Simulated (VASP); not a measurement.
Ru, 2 atoms in the cell. The structure is hexagonal, space group P6_3/mmc (No. 194). The conventional cell has a = 2.719 Å, b = 2.719 Å, c = 4.297 Å, α = 90.00°, β = 90.00°, γ = 120.00°. Ru (site symmetry -6m2) is surrounded by 12 Ru at 2.66 to 2.72 Å. 

| Item | Value |
| --- | --- |
| Program | VASP 6.6.1 |
| Task | single point |
| Functional | HSE06 |
| Potentials or basis | VASP PAW PBE potentials, release 64 (Ru_pv) |
| Cutoff | 450 eV |
| k mesh | 10 × 10 × 6 |
| Occupations | methfessel-paxton, width 0.1 eV |
| Spin | no spin polarisation |
| Grid for exact exchange (PRECFOCK) | Fast |
| Screening parameter | 0.2 1/A |
| Further INCAR settings | ALGO = Normal; EDIFF = 1e-06; NBANDS = 21 |

Potentials or basis: VASP PAW PBE potentials, release 64 (Ru_pv).

Launch:

```sh
$ cat potpaw_PBE.64/Ru_pv/POTCAR > POTCAR
$ cp INCAR.step1 INCAR
$ mpirun -np 4 vasp_std > vasp.out
$ cp INCAR.step2 INCAR
$ mpirun -np 4 vasp_std > vasp.out
```

Hardware: 4 MPI ranks on Intel(R) Xeon(R) 6975P-C (Granite Rapids), on a shared host.

How long does it take, and how much memory?

It took 25 min on 4 MPI ranks on Intel(R) Xeon(R) 6975P-C (Granite Rapids), on a shared host, peak memory 0.25 GiB a rank. Counts: scf iterations 7, k points 56.
